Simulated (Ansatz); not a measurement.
# Ta2N: an elastic constant from a strain scan

Method: Ansatz, DFT PBEsol, scalar-relativistic, plane waves, PAW. Cutoff 420 eV, Γ-centred 12×12×8 k-points, Gaussian smearing of 0.15 eV. Spin–orbit coupling is left out, which can shift energies with elements as heavy as these. No spin polarisation. Energies are free energies at this smearing, counted from the undisturbed cell; pressure is positive in compression.

The undisturbed cell (relaxed at this level; it needn't be the usual structure):

```yaml
crystal:
  lattice:
    - [5.26410, 0.00000, 0.00000]
    - [-2.63205, 4.55884, 0.00000]
    - [0.00000, 0.00000, 4.91260]
  atoms:
    - { symbol: Ta, position: [0.66680, 0.66680, 0.75279] }
    - { symbol: Ta, position: [0.00000, 0.33320, 0.75279] }
    - { symbol: Ta, position: [0.33320, 0.00000, 0.75279] }
    - { symbol: Ta, position: [0.33320, 0.33320, 0.24721] }
    - { symbol: Ta, position: [0.00000, 0.66680, 0.24721] }
    - { symbol: Ta, position: [0.66680, 0.00000, 0.24721] }
    - { symbol: N, position: [0.66667, 0.33333, 0.50000] }
    - { symbol: N, position: [0.33333, 0.66667, 0.50000] }
    - { symbol: N, position: [0.00000, 0.00000, 0.00000] }
```

The cell is strained by ε times the Voigt pattern (0, 0, 0, 0, 1, 0) (xx, yy, zz, yz, xz, xy; engineering shear) with fractional coordinates fixed. The cell holds 9 atoms in V0 = 117.89 Å³. The stress column is τ = (1/V0) dE/dε, got from the stress tensor σ (compression positive) at each point as −det(1 + εP) σ : P(1 + εP)⁻¹, with P the pattern as a tensor.

```
      ε  ΔE (meV/atom)  τ (GPa)
-0.0600         29.409  -12.142
-0.0450         16.440   -9.017
-0.0300          7.265   -5.956
-0.0150          1.809   -2.952
 0.0000          0.000    0.000
 0.0150          1.789    2.904
 0.0300          7.109    5.765
 0.0450         15.916    8.593
 0.0600              ?        ?
```

Question: Which combination of elastic constants does this scan measure, and how large is it?

Answer: For small ε, τ = τ0 + Kε with K = pᵀCp, which for this pattern is C55 in the Cartesian frame shown. The parabola through τ at ε = -0.0150, 0 and 0.0150 has slope K = 195 GPa at zero. The energies per cell, E = NΔE, of the same two points give K = 2[E(ε₊)/ε₊ − E(ε₋)/ε₋]/[(ε₊ − ε₋)V0] = 196 GPa, in agreement. These are clamped-ion values.

Question: Predict the withheld row at ε = 0.0600 from the harmonic law, and compare.

Answer: ΔE = V0(τ0 ε + Kε²/2)/N = 28.724 meV/atom and τ = 11.71 GPa. The calculation gives 28.176 meV/atom and 11.40 GPa, a miss of 1.9 % of the harmonic energy, so the harmonic law still holds here.

Forces appear on the atoms along this scan, and letting them relax would lower the energy and soften the response. In a metal these slopes depend on the k mesh and the smearing.